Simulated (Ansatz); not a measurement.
Strain response of Al₃Ni₂

Computed with DFT r2SCAN, scalar-relativistic, plane waves, PAW in Ansatz 0.2.0. Run with 500 eV cutoff, 12×12×8 k-mesh, Gaussian smearing of 0.10 eV, no spin polarisation.

The relaxed crystal:

```
CELL_PARAMETERS angstrom
4.00672 0.00000 0.00000
-2.00336 3.46992 0.00000
0.00000 0.00000 4.86153
ATOMIC_POSITIONS crystal
Al 0.00000 0.00000 0.00000
Al 0.33333 0.66667 0.64844
Al 0.66667 0.33333 0.35156
Ni 0.33333 0.66667 0.14621
Ni 0.66667 0.33333 0.85379
```

Deformation: biaxial strain in the a-b plane, with the length and tilt of c and the atoms relaxed, all within the symmetry that the strain leaves. Energies are extrapolated to zero smearing.

```tsv
strain (%)	ΔE (meV/atom)	a (Å)	b (Å)	c (Å)
-3.0	27.4	3.887	3.887	4.932
-2.0	12.1	3.927	3.927	4.904
-1.0	3.0	3.967	3.967	4.881
+0.0	0.0	4.007	4.007	4.862
+1.0	2.8	4.047	4.047	4.844
+2.0	11.0	4.087	4.087	4.828
+3.0	24.3	4.127	4.127	4.814
```

Task: What stiffness (1/V) d²E/dε² at zero strain does a cubic fit over all points give?

Result: A cubic fit gives (1/V) d²E/dε² = 680 GPa at zero strain (twice the biaxial modulus).

Task: How does the free axis c answer a small strain?

Result: Between the innermost points its strain is -0.38 times the applied one.